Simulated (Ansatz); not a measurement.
A relaxation of cell and atoms of GaN built on the 4H polytype prototype with Ansatz 0.2.0, at the level PBEsol. The starting cell was estimated from covalent radii.

```yaml
crystal:
  lattice:
    - [2.9709044594, 0.0, 0.0]
    - [-1.4854522297, 2.572878734, 0.0]
    - [0.0, 0.0, 9.7029739643]
  atoms:
    - { symbol: Ga, position: [0.0, 0.0, 0.0] }
    - { symbol: Ga, position: [0.3333333333, 0.6666666667, 0.25] }
    - { symbol: Ga, position: [0.0, 0.0, 0.5] }
    - { symbol: Ga, position: [0.6666666667, 0.3333333333, 0.75] }
    - { symbol: "N", position: [0.0, 0.0, 0.1875] }
    - { symbol: "N", position: [0.3333333333, 0.6666666667, 0.4375] }
    - { symbol: "N", position: [0.0, 0.0, 0.6875] }
    - { symbol: "N", position: [0.6666666667, 0.3333333333, 0.9375] }
kpoints:
  mp_grid: { grid: [9, 9, 2] }
hamiltonian:
  xc: pbesol
scf:
  occupations: { method: fermi_dirac, width: 0.03 }
relax:
  f_tol: 0.01
  cell: {}
  max_steps: 120
```

The trajectory has 9 recorded frames, each with positions in Å and forces in eV/Å. The last, and any step after a large change of cell, is solved on a basis re-selected at its cell; pressure is positive in compression.

Step 1: energy 0.0 meV/atom from step 1, largest force component 0.046 eV/Å, pressure +59.86 GPa
```xyz
8
Lattice="2.9709 0.0000 0.0000 -1.4855 2.5729 0.0000 0.0000 0.0000 9.7030" Properties=species:S:1:pos:R:3:forces:R:3 pbc="T T T"
Ga    0.0000    0.0000    0.0000    0.0000    0.0000   -0.0461
Ga    0.0000    1.7153    2.4257    0.0000    0.0000   -0.0004
Ga    0.0000    0.0000    4.8515    0.0000    0.0000   -0.0461
Ga    1.4855    0.8576    7.2772    0.0000    0.0000   -0.0004
N     0.0000    0.0000    1.8193    0.0000    0.0000    0.0016
N     0.0000    1.7153    4.2451    0.0000    0.0000    0.0449
N     0.0000    0.0000    6.6708    0.0000    0.0000    0.0016
N     1.4855    0.8576    9.0965    0.0000    0.0000    0.0449
```

Step 2: energy -251.5 meV/atom from step 1, largest force component 0.044 eV/Å, pressure +22.20 GPa
```xyz
8
Lattice="3.0775 0.0000 0.0000 -1.5388 2.6652 0.0000 0.0000 0.0000 10.0507" Properties=species:S:1:pos:R:3:forces:R:3 pbc="T T T"
Ga    0.0000    0.0000   -0.0007    0.0000    0.0000   -0.0436
Ga    0.0000    1.7768    2.5129    0.0000    0.0000   -0.0078
Ga    0.0000    0.0000    5.0246    0.0000    0.0000   -0.0436
Ga    1.5388    0.8884    7.5382    0.0000    0.0000   -0.0078
N     0.0000    0.0000    1.8844    0.0000    0.0000    0.0141
N     0.0000    1.7768    4.3977    0.0000    0.0000    0.0372
N     0.0000    0.0000    6.9098    0.0000    0.0000    0.0141
N     1.5388    0.8884    9.4231    0.0000    0.0000    0.0372
```

Step 3: energy -307.6 meV/atom from step 1, largest force component 0.022 eV/Å, pressure +4.54 GPa
```xyz
8
Lattice="3.1491 0.0000 0.0000 -1.5746 2.7272 0.0000 0.0000 0.0000 10.2736" Properties=species:S:1:pos:R:3:forces:R:3 pbc="T T T"
Ga    0.0000    0.0000   -0.0024    0.0000    0.0000   -0.0216
Ga    0.0000    1.8181    2.5684    0.0000    0.0000   -0.0146
Ga    0.0000    0.0000    5.1344    0.0000    0.0000   -0.0216
Ga    1.5746    0.9091    7.7051    0.0000    0.0000   -0.0146
N     0.0000    0.0000    1.9267    0.0000    0.0000    0.0166
N     0.0000    1.8181    4.4966    0.0000    0.0000    0.0196
N     0.0000    0.0000    7.0635    0.0000    0.0000    0.0166
N     1.5746    0.9091    9.6334    0.0000    0.0000    0.0196
```

Step 4: energy -310.1 meV/atom from step 1, largest force component 0.010 eV/Å, pressure +0.50 GPa
```xyz
8
Lattice="3.1682 0.0000 0.0000 -1.5841 2.7438 0.0000 0.0000 0.0000 10.3369" Properties=species:S:1:pos:R:3:forces:R:3 pbc="T T T"
Ga    0.0000    0.0000   -0.0029    0.0000    0.0000   -0.0101
Ga    0.0000    1.8292    2.5841    0.0000    0.0000   -0.0101
Ga    0.0000    0.0000    5.1656    0.0000    0.0000   -0.0101
Ga    1.5841    0.9146    7.7525    0.0000    0.0000   -0.0101
N     0.0000    0.0000    1.9389    0.0000    0.0000    0.0105
N     0.0000    1.8292    4.5248    0.0000    0.0000    0.0096
N     0.0000    0.0000    7.1073    0.0000    0.0000    0.0105
N     1.5841    0.9146    9.6932    0.0000    0.0000    0.0096
```

Step 5: energy -310.1 meV/atom from step 1, largest force component 0.008 eV/Å, pressure 0.00 GPa
```xyz
8
Lattice="3.1709 0.0000 0.0000 -1.5855 2.7461 0.0000 0.0000 0.0000 10.3435" Properties=species:S:1:pos:R:3:forces:R:3 pbc="T T T"
Ga    0.0000    0.0000   -0.0037    0.0000    0.0000    0.0067
Ga    0.0000    1.8307    2.5849    0.0000    0.0000    0.0079
Ga    0.0000    0.0000    5.1680    0.0000    0.0000    0.0067
Ga    1.5855    0.9154    7.7566    0.0000    0.0000    0.0079
N     0.0000    0.0000    1.9409    0.0000    0.0000   -0.0075
N     0.0000    1.8307    4.5284    0.0000    0.0000   -0.0070
N     0.0000    0.0000    7.1126    0.0000    0.0000   -0.0075
N     1.5855    0.9154    9.7001    0.0000    0.0000   -0.0070
```

Step 6: energy -327.1 meV/atom from step 1, largest force component 0.008 eV/Å, pressure +1.93 GPa
```xyz
8
Lattice="3.1709 0.0000 0.0000 -1.5855 2.7461 0.0000 0.0000 0.0000 10.3435" Properties=species:S:1:pos:R:3:forces:R:3 pbc="T T T"
Ga    0.0000    0.0000   -0.0037    0.0000    0.0000    0.0069
Ga    0.0000    1.8307    2.5849    0.0000    0.0000    0.0083
Ga    0.0000    0.0000    5.1680    0.0000    0.0000    0.0069
Ga    1.5855    0.9154    7.7566    0.0000    0.0000    0.0083
N     0.0000    0.0000    1.9409    0.0000    0.0000   -0.0078
N     0.0000    1.8307    4.5284    0.0000    0.0000   -0.0075
N     0.0000    0.0000    7.1126    0.0000    0.0000   -0.0078
N     1.5855    0.9154    9.7001    0.0000    0.0000   -0.0075
```

Step 7: energy -327.4 meV/atom from step 1, largest force component 0.000 eV/Å, pressure +0.15 GPa
```xyz
8
Lattice="3.1805 0.0000 0.0000 -1.5902 2.7544 0.0000 0.0000 0.0000 10.3767" Properties=species:S:1:pos:R:3:forces:R:3 pbc="T T T"
Ga    0.0000    0.0000   -0.0034    0.0000    0.0000    0.0003
Ga    0.0000    1.8363    2.5936    0.0000    0.0000    0.0001
Ga    0.0000    0.0000    5.1849    0.0000    0.0000    0.0003
Ga    1.5902    0.9181    7.7819    0.0000    0.0000    0.0001
N     0.0000    0.0000    1.9468    0.0000    0.0000   -0.0002
N     0.0000    1.8363    4.5426    0.0000    0.0000   -0.0002
N     0.0000    0.0000    7.1351    0.0000    0.0000   -0.0002
N     1.5902    0.9181    9.7309    0.0000    0.0000   -0.0002
```

Step 8: energy -327.4 meV/atom from step 1, largest force component 0.000 eV/Å, pressure 0.00 GPa
```xyz
8
Lattice="3.1814 0.0000 0.0000 -1.5907 2.7551 0.0000 0.0000 0.0000 10.3790" Properties=species:S:1:pos:R:3:forces:R:3 pbc="T T T"
Ga    0.0000    0.0000   -0.0034    0.0000    0.0000   -0.0003
Ga    0.0000    1.8368    2.5942    0.0000    0.0000   -0.0001
Ga    0.0000    0.0000    5.1861    0.0000    0.0000   -0.0003
Ga    1.5907    0.9184    7.7836    0.0000    0.0000   -0.0001
N     0.0000    0.0000    1.9472    0.0000    0.0000    0.0002
N     0.0000    1.8368    4.5436    0.0000    0.0000    0.0001
N     0.0000    0.0000    7.1367    0.0000    0.0000    0.0002
N     1.5907    0.9184    9.7331    0.0000    0.0000    0.0001
```

Step 9: energy -327.8 meV/atom from step 1, largest force component 0.000 eV/Å, pressure 0.00 GPa
```xyz
8
Lattice="3.1814 0.0000 0.0000 -1.5907 2.7551 0.0000 0.0000 0.0000 10.3790" Properties=species:S:1:pos:R:3:forces:R:3 pbc="T T T"
Ga    0.0000    0.0000   -0.0034    0.0000    0.0000   -0.0003
Ga    0.0000    1.8368    2.5942    0.0000    0.0000   -0.0001
Ga    0.0000    0.0000    5.1861    0.0000    0.0000   -0.0003
Ga    1.5907    0.9184    7.7836    0.0000    0.0000   -0.0001
N     0.0000    0.0000    1.9472    0.0000    0.0000    0.0002
N     0.0000    1.8368    4.5436    0.0000    0.0000    0.0001
N     0.0000    0.0000    7.1367    0.0000    0.0000    0.0002
N     1.5907    0.9184    9.7331    0.0000    0.0000    0.0001
```

In 7 steps the volume changed by +22.7 %; between the first SCF and the last, each on a basis chosen for its cell, the energy fell by 328 meV an atom. At the end: it is hexagonal, P6_3mc (No. 186); a = 3.181 Å, c = 10.379 Å in the conventional setting, 11.37 Å³ an atom. Ga is surrounded by 4 N at 1.95 Å; N is surrounded by 4 Ga at 1.95 Å.

Run as `ansatz run input.yaml --threads 2 --pin off --max-ram 20275MiB --backend cpu --events-out ev --progress --plain --runs-dir out`. It took 22 s on 2 threads of AMD EPYC 7R13 Processor (Zen 3), with other jobs on the host, load about 2.3 per core; peak host memory 0.6 GiB.

Spin-unpolarised throughout. Whether this structure exists isn't addressed.
